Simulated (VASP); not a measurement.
Write the native input for VASP 6.6.1 that does the following.

* Task: band structure
* Functional: BLYP
* Potentials or basis: VASP PAW PBE potentials, release 64 (Cu)
* Cutoff: 520 eV
* k mesh: 13 × 13 × 13
* Occupations: fermi-dirac, width 0.05 eV
* Spin: no spin polarisation
* Further INCAR settings: ALGO = Normal; EDIFF = 1e-06

Cu:

```
Cu
1.0
     0.00000    1.80750    1.80750
     1.80750    0.00000    1.80750
     1.80750    1.80750    0.00000
Cu
1
Direct
  0.00000 0.00000 0.00000
```

One way to write it, as run:

POSCAR

```
Cu
1.0
    0.0000000000      1.8075000000      1.8075000000
    1.8075000000      0.0000000000      1.8075000000
    1.8075000000      1.8075000000      0.0000000000
Cu
1
Direct
    0.0000000000      0.0000000000      0.0000000000
```

INCAR.step1

```
AGGAC = 1.0 ; AGGAX = 1.0
ALDAC = 0.0 ; ALDAX = 1.0
ALGO = Normal ; EDIFF = 1E-6
ENCUT = 520 ; GGA = B5
ISIF = 2 ; ISMEAR = -1
LASPH = T ; LCHARG = T
LMAXMIX = 4 ; LREAL = F
LWAVE = F ; NELM = 100
PREC = Accurate ; SIGMA = 0.05
```

KPOINTS.step1

```
k-points
0
Gamma
  13 13 13
```

INCAR.step2

```
AGGAC = 1.0 ; AGGAX = 1.0
ALDAC = 0.0 ; ALDAX = 1.0
ALGO = Normal ; EDIFF = 1E-6
ENCUT = 520 ; GGA = B5
ICHARG = 11 ; ISIF = 2
ISMEAR = 0 ; LASPH = T
LCHARG = F ; LMAXMIX = 4
LREAL = F ; LWAVE = F
NELM = 100 ; PREC = Accurate
SIGMA = 0.05
```

KPOINTS.step2

```
path GXWKGLUWLK,UX
15
line-mode
reciprocal
 0.0000000000  0.0000000000  0.0000000000  G
 0.5000000000  0.0000000000  0.5000000000  X

 0.5000000000  0.0000000000  0.5000000000  X
 0.5000000000  0.2500000000  0.7500000000  W

 0.5000000000  0.2500000000  0.7500000000  W
 0.3750000000  0.3750000000  0.7500000000  K

 0.3750000000  0.3750000000  0.7500000000  K
 0.0000000000  0.0000000000  0.0000000000  G

 0.0000000000  0.0000000000  0.0000000000  G
 0.5000000000  0.5000000000  0.5000000000  L

 0.5000000000  0.5000000000  0.5000000000  L
 0.6250000000  0.2500000000  0.6250000000  U

 0.6250000000  0.2500000000  0.6250000000  U
 0.5000000000  0.2500000000  0.7500000000  W

 0.5000000000  0.2500000000  0.7500000000  W
 0.5000000000  0.5000000000  0.5000000000  L

 0.5000000000  0.5000000000  0.5000000000  L
 0.3750000000  0.3750000000  0.7500000000  K

 0.6250000000  0.2500000000  0.6250000000  U
 0.5000000000  0.0000000000  0.5000000000  X
```

Potentials or basis: VASP PAW PBE potentials, release 64 (Cu).

The run is started by

```bash
$ cat potpaw_PBE.64/Cu/POTCAR > POTCAR
$ cp INCAR.step1 INCAR
$ cp KPOINTS.step1 KPOINTS
$ mpirun -np 1 vasp_std > vasp.out
$ cp INCAR.step2 INCAR
$ cp KPOINTS.step2 KPOINTS
$ mpirun -np 1 vasp_std > vasp.out
```

Results of the run:

The band gap along the path is none (metal or under the smearing width).

Caveat: the log is that of the step along the path at fixed density, whose energy, stress, charges and moments have no meaning.

It took 14 s on 1 thread of AMD EPYC 9R45 96-Core Processor (Zen 5), on a shared host, peak memory 0.1 GiB.
